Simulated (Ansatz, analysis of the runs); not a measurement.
# Transmission past a defect: (3,3) C nanotube, B in place of one C, part 4 of 4

What does the defect do to the conductance?

Ansatz 0.2.0; DFT PBE, plane waves, PAW; relaxation of a wire's period (the session's first sound run).

So far, conductance of the lead as this run defines it (G₀): step 3 (bands of the perfect wire) 1.99.

### 5. Transmission between the leads

This step: DFT PBE, plane waves, PAW; transmission of a junction in a wire (Ansatz 0.2.0).

The cell is now read as a scatterer between two semi-infinite leads, named by two sites one period apart. The scattering states in its self-consistent potential are matched to the leads' states at each energy. One point across is taken, as for a wire in vacuum.

The input, input.yaml:

```yaml
crystal:
  lattice:
    - [10.868, 0.0, 0.0]
    - [0.0, 10.806, 0.0]
    - [0.0, 0.0, 22.1983375192]
  atoms:
    - { symbol: C, position: [0.648270333, 0.625321483, -1.0e-10] }
    - { symbol: C, position: [0.693514289, 0.500080905, -1.0e-10] }
    - { symbol: C, position: [0.306485711, 0.499919095, 0.0555555559] }
    - { symbol: C, position: [0.351729667, 0.374678517, 0.0555555559] }
    - { symbol: C, position: [0.466301137, 0.6917572, 0.0555555559] }
    - { symbol: C, position: [0.596808716, 0.66874403, 0.0555555559] }
    - { symbol: C, position: [0.596793625, 0.331410626, 0.0555555559] }
    - { symbol: C, position: [0.68187081, 0.433551851, 0.0555555559] }
    - { symbol: C, position: [0.31812919, 0.566448149, -1.0e-10] }
    - { symbol: C, position: [0.403206375, 0.668589374, -1.0e-10] }
    - { symbol: C, position: [0.403191284, 0.33125597, -1.0e-10] }
    - { symbol: C, position: [0.533698863, 0.3082428, -1.0e-10] }
    - { symbol: C, position: [0.648270333, 0.625321483, 0.1111111109] }
    - { symbol: C, position: [0.693514289, 0.500080905, 0.1111111109] }
    - { symbol: C, position: [0.306485711, 0.499919095, 0.1666666669] }
    - { symbol: C, position: [0.351729667, 0.374678517, 0.1666666669] }
    - { symbol: C, position: [0.466301137, 0.6917572, 0.1666666669] }
    - { symbol: C, position: [0.596808716, 0.66874403, 0.1666666669] }
    - { symbol: C, position: [0.596793625, 0.331410626, 0.1666666669] }
    - { symbol: C, position: [0.68187081, 0.433551851, 0.1666666669] }
    - { symbol: C, position: [0.31812919, 0.566448149, 0.1111111109] }
    - { symbol: C, position: [0.403206375, 0.668589374, 0.1111111109] }
    - { symbol: C, position: [0.403191284, 0.33125597, 0.1111111109] }
    - { symbol: C, position: [0.533698863, 0.3082428, 0.1111111109] }
    - { symbol: C, position: [0.648270333, 0.625321483, 0.2222222219] }
    - { symbol: C, position: [0.693514289, 0.500080905, 0.2222222219] }
    - { symbol: C, position: [0.306485711, 0.499919095, 0.2777777779] }
    - { symbol: C, position: [0.351729667, 0.374678517, 0.2777777779] }
    - { symbol: C, position: [0.466301137, 0.6917572, 0.2777777779] }
    - { symbol: C, position: [0.596808716, 0.66874403, 0.2777777779] }
[... 72 atom lines left out ...]
    - { symbol: C, position: [0.596793625, 0.331410626, 0.9444444444] }
    - { symbol: C, position: [0.68187081, 0.433551851, 0.9444444444] }
    - { symbol: C, position: [0.31812919, 0.566448149, 0.8888888889] }
    - { symbol: C, position: [0.403206375, 0.668589374, 0.8888888889] }
    - { symbol: C, position: [0.403191284, 0.33125597, 0.8888888889] }
    - { symbol: C, position: [0.533698863, 0.3082428, 0.8888888889] }
kpoints:
  mp_grid: { grid: [1, 1, 4] }
scf:
  occupations: { method: fermi_dirac, width: 0.05 }
hamiltonian:
  xc: pbe
output:
  transmission:
    e_range: [-1.26, 1.26]
    de: 0.035
    kmesh: [1, 1]
    reduced_basis: true
    leads: [[96, 0]]
  dos: { projected: true, e_range: [-4, 3] }
  write_potential: true
  write_density: true
  volumetric_format: npy
  elf: true
basis:
  ecutwfc: "350 eV"
```

On the command line:

```console
$ ansatz run input.yaml --threads 4 --pin off --max-ram 16384MiB --backend cpu --events-out ev --progress --plain --runs-dir out
```

Numbers of over 12 decimals in the logs are rounded to 6 here.

The log of the run:

```text
[...]
Crystal: 108 atoms, lattice volume = 2606.964 Å³
Basis set: ecut = 350 eV, 38787 PW (Γ)
Bands: 324, of which v1, the nominal top of the filled ones, is band 216 counted from 1 (215 counted from 0)
Symmetry: 1 space group operations
[...]
k-points: 3 of 4 (time reversal used)
[...]
SCF iter   1: F=—  HF=-26952.412295 eV  |F-HF|=—  |Δ(HF+E_count)|=         —  Δρ=6.36e-3  dr2=1.19e0  ethr=1.77e-3  ⟨swp⟩=8.0  Hψ=5073  notcnv=0  defer=235
[...]
SCF iter   8: F=-26952.330949 eV  HF=-26952.330949 eV  |F-HF|=2.05e-8  |Δ(HF+E_count)|=   3.42e-7  Δρ=8.09e-7  dr2=1.09e-8  ethr=2.32e-11  ⟨swp⟩=26.3  Hψ=7563  notcnv=0
SCF 1 converged in 8 iterations: F = -26952.330949 eV  dr2 = 1.09e-8
[...]
transmission: 4 of 37 steps passed
transmission: 8 of 37 steps passed
[...]
transmission: 37 of 37 steps passed
WARN: The output density's exchange-correlation potential varies sharply where the density is thin. Do not read a vacuum level from v_tot or v_xc, or from such a field of the output density. On a cell that repeats whose density bears no net charge and no dipole along the vacuum's axis use v_es (v_loc + v_h of the components); under efield.dipole_correction with no amplitude use v_es + v_field, which holds any externa [...]
SCF converged after 8 iterations
Free energy (F): -26952.330949 eV
[...]
Internal energy: -26952.267316 eV  (E = F + TS)
E sigma→0 (E₀):  -26952.299132 eV
Entropy (-TS):   -0.063633 eV (-0.589 meV/atom)
Fermi energy:    -0.112942 eV
[...]
--- Band table (eV) ---
  k-point 0: bands = [... 212 lower, -0.6147, -0.5859, -0.5784, -0.3995, 0.4764, 0.5048, 0.6683, 0.6980, ... 104 higher]
  k-point 1: bands = [... 212 lower, -0.9729, -0.7119, -0.3057, -0.1663, 0.2137, 0.4567, 0.7551, 0.7769, ... 104 higher]
  k-point 2: bands = [... 212 lower, -0.9831, -0.8086, -0.0895, -0.0300, 0.1344, 0.2101, 0.8972, 0.9007, ... 104 higher]
--- Transmission ---
  basis      : 861 plane waves across, 37 finite elements along
  points     : 1, standing for a mesh of 1 x 1
[...]
crystal 0  : C12, at the sites [96, 0], period 2.4665 Å, over 14.80 Å; its Hamiltonian steps by up to 26.9 meV: too much for a lead, lay more layers or, if its atoms are ordered, name the step of that order
[...]
filled         : 27.6 meV under the level at which it is neutral
    channels       : 2.000000e0 a spin
[...]
junction   : crystal 0 to crystal 0, -0.09 to 19.65 Å
    transmission   : 1.821488e0 a spin
    conductance    : 1.1825e14 S/m² at 300 K (1.1754e14 on every other energy)
    error estimate : 0.6 % from the energy spacing and 0.0 % from band edges of the leads and from resonances (wavevectors taken as independent; lower de), 3.2 % from the steps of its leads' Hamiltonians or their offsets (lay more layers), 0.2 % from the distance to neutral
    resistance     : 7.4562e-4 Ω µm² beyond half of each lead's own
```

Wall time 20 min (4 threads of Arm Neoverse V2, shared host); peak memory 7.4 GiB.

This step gave:

```
energy at zero smearing                                      : -26952.2991 eV
transmission at the energy nearest the Fermi level, one spin : 1.821
step of the lead's Hamiltonian                               : 26.9 meV
conductance of the junction                                  : 1.792 G₀
```

The transmission, one spin by energy, zero at the Fermi level:

| energy (eV) | transmission, one spin |
| --- | --- |
| -1.190 | 1.05 |
| -1.085 | 1.13 |
| -1.015 | 1.19 |
| -0.910 | 1.30 |
| -0.805 | 1.39 |
| -0.700 | 1.48 |
| -0.595 | 1.56 |
| -0.490 | 1.63 |
| -0.385 | 1.69 |
| -0.315 | 1.72 |
| -0.210 | 1.77 |
| -0.105 | 1.81 |
| 0.000 | 1.82 |
| 0.105 | 1.87 |
| 0.210 | 1.89 |
| 0.315 | 1.91 |
| 0.385 | 1.92 |
| 0.490 | 1.93 |
| 0.595 | 1.94 |
| 0.700 | 1.96 |
| 0.805 | 2.94 |
| 0.910 | 3.94 |
| 1.015 | 4.38 |
| 1.085 | 4.70 |
| 1.120 | 4.77 |
| 1.190 | 4.06 |

The open channels of the lead, one spin by energy, zero at the Fermi level:

energy (eV), open channels of the lead, one spin and a bar from the least value:
```
    -1.26       2.00 
    -1.19       2.00 
    -1.12       2.00 
    -1.05       2.00 
    -0.98       2.00 
    -0.91       2.00 
    -0.84       2.00 
    -0.77       2.00 
    -0.70       2.00 
    -0.63       2.00 
    -0.59       2.00 
    -0.53       2.00 
    -0.46       2.00 
    -0.39       2.00 
    -0.32       2.00 
    -0.24       2.00 
    -0.17       2.00 
    -0.10       2.00 
    -0.04       2.00 
     0.00       2.00 
     0.04       2.00 
     0.10       2.00 
     0.17       2.00 
     0.24       2.00 
     0.32       2.00 
     0.39       2.00 
     0.46       2.00 
     0.53       2.00 
     0.59       2.00 
     0.63       2.00 
     0.70       2.00 
     0.77       6.00 ##############################
     0.84       6.00 ##############################
     0.91       6.00 ##############################
     0.98       6.00 ##############################
     1.05       6.00 ##############################
     1.12       6.00 ##############################
     1.19       5.00 ######################
     1.26       5.00 ######################
```

Projected DOS an atom over height of the atomic layer and energy from the Fermi level.  broadened by a Gaussian of 0.15 eV, since few k-points sample the long cell.

Ten even steps from '0' (0.046 states/eV) to '9' (0.443 states/eV), each cell a mean:
```
445555666556544333
777765444567777777
665543323345566777
111111011111111111
000000000000000000
000000000000000000
000000000000000000
000000000000000000
100001100100001000
000111000111000100
111111000112111101
111100010011111121
000001141100000000
121333545333221121
333333434333333434
434322333223434444
234334555433432232
333346797643333333
333345787543233333
655566656665556666
888876545678888777
999975555679999888
```
Columns: height of the atomic layer (Å) from 1.23 to 22.2; rows upwards: energy from the Fermi level (eV) from -3.98 to 1.47.

Valence density in the ca plane at fractional y = 0.308, with atoms of C and B within 0.2 Å of it. It is the smooth field of the valence electrons, not physical close to the nuclei.

Values in e/Å³, 13 rows by 16 columns, each cell a mean:
```
0.0 0.0 0.0 0.0 0.0 0.0 0.0 0.0 0.0 0.0 0.0 0.0 0.0 0.0 0.0 0.0
0.0 0.0 0.0 0.0 0.0 0.0 0.0 0.0 0.0 0.0 0.0 0.0 0.0 0.0 0.0 0.0
0.0 0.0 0.0 0.0 0.0 0.0 0.0 0.0 0.0 0.0 0.0 0.0 0.0 0.0 0.0 0.0
0.0 0.1 0.1 0.0 0.1 0.0 0.1 0.1 0.0 0.1 0.0 0.1 0.1 0.1 0.1 0.0
0.3 0.7 0.7 0.3 0.9 0.3 0.8 0.6 0.4 1.0 0.4 0.7 0.6 0.4 0.8 0.3
1.6 1.6 1.6 1.6 1.5 1.6 1.6 1.3 1.0 1.6 1.6 1.6 1.6 1.6 1.5 1.6
1.4 0.7 0.7 1.4 0.4 1.5 0.6 0.6 0.8 0.4 1.5 0.6 0.9 1.3 0.4 1.6
1.4 0.8 0.8 1.4 0.5 1.5 0.7 1.0 1.4 0.5 1.5 0.7 1.0 1.2 0.5 1.5
0.7 0.6 0.6 0.7 0.6 0.7 0.7 0.8 0.9 0.7 0.7 0.6 0.6 0.7 0.6 0.7
0.1 0.1 0.1 0.1 0.1 0.1 0.1 0.1 0.1 0.1 0.1 0.1 0.1 0.1 0.1 0.1
0.0 0.0 0.0 0.0 0.0 0.0 0.0 0.0 0.0 0.0 0.0 0.0 0.0 0.0 0.0 0.0
0.0 0.0 0.0 0.0 0.0 0.0 0.0 0.0 0.0 0.0 0.0 0.0 0.0 0.0 0.0 0.0
0.0 0.0 0.0 0.0 0.0 0.0 0.0 0.0 0.0 0.0 0.0 0.0 0.0 0.0 0.0 0.0
```
Columns run along c (16.0 Å, from fractional 0.08 to 0.80 of the cell), rows up along a (10.9 Å). Atoms in or near the plane, at fractional coordinates: C at (0.11, 0.53), C at (0.22, 0.53), C at (0.39, 0.60), C at (0.33, 0.53), C at (0.50, 0.60), C at (0.44, 0.39), B at (0.44, 0.53), C at (0.56, 0.53), C at (0.67, 0.53), C at (0.78, 0.53).

Electrostatic potential energy in the ca plane at fractional y = 0.308, with atoms of C and B within 0.2 Å of it. With pseudopotentials it is smooth inside the atoms' cores, unlike the true potential.

Ten even steps from '0' (-61 eV) to '9' (4 eV), each cell a mean:
```
99999999999999999999999999999999999999999999
99999999999999999999999999999999999999999999
99999999999999999999999999999999999999999999
99999999999999999999999999999999999999999999
99999999999999999999999999999999999999999999
99999999999999999999999999999999999999999999
99999999999999999999999999999999999999999999
99999899999989999988999998899999899999989999
89986368998536899633799973379986358998536899
66672027666103767400577750057673016667203766
50045454005545201645631365461036454004546300
61048884016887302788731378872037885115888401
86578997568998756899876789986578998557998756
62258986226898413799842589973158986226898512
61158885116887402788710278872048886115888501
87688788678878767877864687887688788778878867
99999899999989999988999998899999899999989999
99999999999999999999999999999999999999999999
99999999999999999999999999999999999999999999
99999999999999999999999999999999999999999999
99999999999999999999999999999999999999999999
99999999999999999999999999999999999999999999
99999999999999999999999999999999999999999999
99999999999999999999999999999999999999999999
```
Columns run along c (16.0 Å, from fractional 0.08 to 0.80 of the cell; values clipped at the 3rd and 97th percentile), rows up along a (10.9 Å). Atoms in or near the plane, at fractional coordinates: C at (0.11, 0.53), C at (0.22, 0.53), C at (0.39, 0.60), C at (0.33, 0.53), C at (0.50, 0.60), C at (0.44, 0.39), B at (0.44, 0.53), C at (0.56, 0.53), C at (0.67, 0.53), C at (0.78, 0.53).

ELF in the ca plane at fractional y = 0.308, with atoms of C and B within 0.2 Å of it. It is the smooth field of the valence electrons, not physical close to the nuclei.

Values, 13 rows by 16 columns, each cell a mean:
```
0.00 0.00 0.00 0.00 0.00 0.00 0.00 0.00 0.00 0.00 0.00 0.00 0.00 0.00 0.00 0.00
0.00 0.01 0.01 0.00 0.01 0.00 0.01 0.01 0.00 0.01 0.00 0.01 0.01 0.00 0.01 0.00
0.02 0.10 0.10 0.02 0.16 0.02 0.14 0.09 0.03 0.18 0.02 0.12 0.08 0.04 0.16 0.01
0.11 0.38 0.38 0.11 0.57 0.08 0.48 0.31 0.12 0.60 0.10 0.44 0.30 0.17 0.56 0.05
0.35 0.55 0.55 0.36 0.62 0.33 0.56 0.56 0.42 0.58 0.35 0.57 0.51 0.41 0.62 0.30
0.61 0.71 0.71 0.61 0.62 0.59 0.67 0.77 0.60 0.63 0.59 0.68 0.71 0.66 0.63 0.57
0.61 0.43 0.43 0.61 0.26 0.62 0.39 0.46 0.55 0.28 0.63 0.38 0.49 0.57 0.28 0.63
0.53 0.51 0.51 0.53 0.40 0.52 0.49 0.53 0.55 0.40 0.52 0.47 0.53 0.54 0.42 0.53
0.67 0.73 0.73 0.67 0.70 0.66 0.72 0.74 0.67 0.71 0.65 0.73 0.72 0.69 0.71 0.65
0.21 0.38 0.38 0.21 0.48 0.20 0.38 0.38 0.29 0.46 0.18 0.43 0.32 0.25 0.47 0.17
0.02 0.08 0.08 0.02 0.11 0.02 0.08 0.06 0.03 0.11 0.02 0.09 0.05 0.03 0.11 0.01
0.00 0.00 0.00 0.00 0.00 0.00 0.00 0.00 0.00 0.01 0.00 0.00 0.00 0.00 0.00 0.00
0.00 0.00 0.00 0.00 0.00 0.00 0.00 0.00 0.00 0.00 0.00 0.00 0.00 0.00 0.00 0.00
```
Columns run along c (16.0 Å, from fractional 0.08 to 0.80 of the cell), rows up along a (10.9 Å). Atoms in or near the plane, at fractional coordinates: C at (0.11, 0.53), C at (0.22, 0.53), C at (0.39, 0.60), C at (0.33, 0.53), C at (0.50, 0.60), C at (0.44, 0.39), B at (0.44, 0.53), C at (0.56, 0.53), C at (0.67, 0.53), C at (0.78, 0.53).

By hand: the program gives 1.1825 × 10^14 S/m² over the cell's cross-section of 117.44 Å² = 1.174 × 10^-18 m², so one cell conducts 1.389 × 10^-4 S. Divided by G0 = 2e²/h = 7.748 × 10^-5 S this is 1.79 G0, a resistance of 7.20 kΩ.

The conductance is 1.79 G₀, with 2 channels a spin open in the lead. The lead's Hamiltonian steps by 26.9 meV, which the program calls too much for a lead.

### 6. Landauer integrals

This step: Landauer integrals over the computed T(E), interpolated linearly between its energies (analysis of the runs above).

Conductance and thermopower are moments of T(E) over the thermal window; sliding the window along E stands for a gate that leaves T(E) rigid.

This step gave:

* conductance at 300 K, interpolated from T(E): 1.848 G₀
* thermopower at 300 K: -2.220 μV/K
* Lorenz number over L0: 0.9987

T(E) held rigid; rough near sharp steps of T(E). Table of conductance at 300 K by shift of the leads' level:

shift of the leads' level (eV), conductance at 300 K (G₀) and a bar from the least value:
```
   -0.900       1.30 
   -0.800       1.39 #
   -0.750       1.44 ##
   -0.650       1.51 ###
   -0.550       1.59 ###
   -0.450       1.65 ####
   -0.400       1.68 ####
   -0.300       1.73 #####
   -0.200       1.77 ######
   -0.150       1.79 ######
   -0.050       1.82 ######
    0.050       1.87 #######
    0.150       1.88 #######
    0.200       1.89 #######
    0.300       1.90 #######
    0.400       1.92 #######
    0.450       1.92 #######
    0.550       1.94 ########
    0.650       1.96 ########
    0.750       2.25 ###########
    0.800       2.79 ##################
    0.900       3.81 ##############################
```

T(E) held rigid; rough near sharp steps of T(E). Thermopower at 300 K against shift of the leads' level:

shift of the leads' level (eV), thermopower at 300 K (μV/K) and a bar from the least value:
```
   -0.900       -5.2 #########################
   -0.800       -4.5 ##########################
   -0.750       -4.2 ##########################
   -0.650       -3.6 ###########################
   -0.550       -3.1 ###########################
   -0.450       -2.7 ############################
   -0.400       -2.4 ############################
   -0.300       -2.0 ############################
   -0.200       -1.6 #############################
   -0.150       -1.4 #############################
   -0.050       -1.5 #############################
    0.050       -1.1 #############################
    0.150       -0.5 ##############################
    0.200       -0.6 ##############################
    0.300       -0.6 ##############################
    0.400       -0.5 ##############################
    0.450       -0.5 ##############################
    0.550       -0.5 ##############################
    0.650       -2.8 ############################
    0.750      -25.2 #####
    0.800      -30.6 
    0.900      -13.6 #################
```

The two levels move by half the bias each and T(E) is held rigid. The current from the zero-bias T(E) by bias:

| bias (V) | current from the zero-bias T(E) (μA) |
| --- | --- |
| 0.000 | 0 |
| 0.100 | 14.3 |
| 0.200 | 28.6 |
| 0.300 | 42.9 |
| 0.400 | 57.1 |
| 0.500 | 71.3 |
| 0.600 | 85.4 |
| 0.700 | 99.4 |
| 0.800 | 113 |
| 0.900 | 127 |
| 1.000 | 141 |
| 1.100 | 155 |
| 1.200 | 168 |
| 1.300 | 182 |
| 1.400 | 195 |
| 1.500 | 209 |
| 1.600 | 224 |
| 1.700 | 242 |
| 1.800 | 261 |
| 1.900 | 281 |

By hand, Mott's formula: S = −(π²k²T/3e) d ln T/dE, and π²k²T/3e = 7.33 μV/K × eV at 300 K. The computed T is 1.82 at -0.070 eV and 1.87 at +0.070 eV, so d ln T/dE ≈ 0.216 per eV and S ≈ -1.58 μV/K, against -2.22 from the integrals.

The thermopower is -2.22 μV/K. The Lorenz ratio is 1.00, where the Wiedemann-Franz law gives 1. Moving the level by up to 0.1 eV either way gives -2.2 to -0.27 μV/K.

### 7. Results

```json
{
 "conductance of the perfect wire": "1.99 G₀",
 "conductance, B in place of one C": "1.79 G₀",
 "thermopower, B in place of one C": "-2.22 μV/K"
}
```

In words: Summed over the computed window, 76 % of the lead's open channels pass the defect; the conductance at 300 K is 1.79 G₀. With B in place of one C, 91 % of the conductance of that run's own lead (1.97 G₀) is left, so it scatters little at the Fermi level. A plain interpolation of the computed T(E) gives 1.85 G₀ for that run; the program's 1.79 G₀ comes from its own average, which also places band edges between the computed energies. Transport is coherent and elastic here: the atoms are frozen, so scattering by vibrations plays no part. The free region is short: held atoms still bear up to 0.8 eV/Å after a relaxation. In 1 run the program finds the step of the lead's Hamiltonian too large, so longer leads may change the transmission. A cutoff under the files' recommended one was taken to save time; its effect on T(E) was not tested here. A cell with an odd number of electrons ran without spin; a level of the scatterer near the Fermi level could split if spin were allowed.

[Logs are printed without paths, hosts, clocks, repeated set-up lines and the standing remarks that a program may print on its own settings, such as how far it seeks lower states.]

[Hosts, paths, dates, database ids (printed as entryN), source tags and the programs' standing remarks are cut or masked in the printed files.]
